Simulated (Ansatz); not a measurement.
# KCl (Sylvite) under changes of volume

One of the cells (31.151 Å³/atom); the others are scaled copies at fixed shape and fractional positions:

```
CELL_PARAMETERS angstrom
0.00000 3.14647 3.14647
3.14647 0.00000 3.14647
3.14647 3.14647 0.00000
ATOMIC_POSITIONS crystal
K 0.00000 0.00000 0.00000
Cl 0.50000 0.50000 0.50000
```

* Program: Ansatz 0.2.0
* Functional: LDA
* Potentials or basis: all-electron LAPW, scalar-relativistic
* Cutoff: 139 eV (chosen from the basis error)
* Basis error allowed: 0.001 eV/atom
* k mesh: 7 × 7 × 7
* Occupations: fermi-dirac, width 0.05 eV
* Spin: no spin polarisation

| volume (Å³/atom) | energy over the lowest point (meV/atom) | pressure (GPa) | gap on the mesh (eV) |
| --- | --- | --- | --- |
| 29.282 | 0.00 | -0.9 | 4.95 |
| 29.905 | 4.42 | -1.3 | 4.88 |
| 30.528 | 10.24 | -1.7 | 4.81 |
| 31.151 | 17.30 | -2.0 | 4.74 |
| 31.774 | ? | ? | ? |
| 32.397 | 34.46 | -2.4 | 4.62 |
| 33.020 | 44.33 | -2.6 | 4.56 |

Question: What does the run at 31.774 Å³/atom give?

Answer: Energy over the lowest point 25.42 meV/atom; pressure -2.2 GPa; gap on the mesh 4.68 eV.

Worked out: A Birch-Murnaghan fit of order 3 (a polynomial in V^(-2/3)) to the other rows has no minimum within the range. It gives 25.41 meV/atom at 31.774 Å³/atom, against the run's 25.42, and -dE/dV = -2.2 GPa, against -2.2. A straight line through the other rows of the gap, of slope -3.24 eV per unit of ln V (its deformation potential), gives 4.68 eV, against the run's 4.68.

Energies are extrapolated to zero smearing.

Caveats: an odd mesh through Γ misses points on the zone boundary, where band edges often lie (some runs).

The runs don't all hold the same shells in valence.
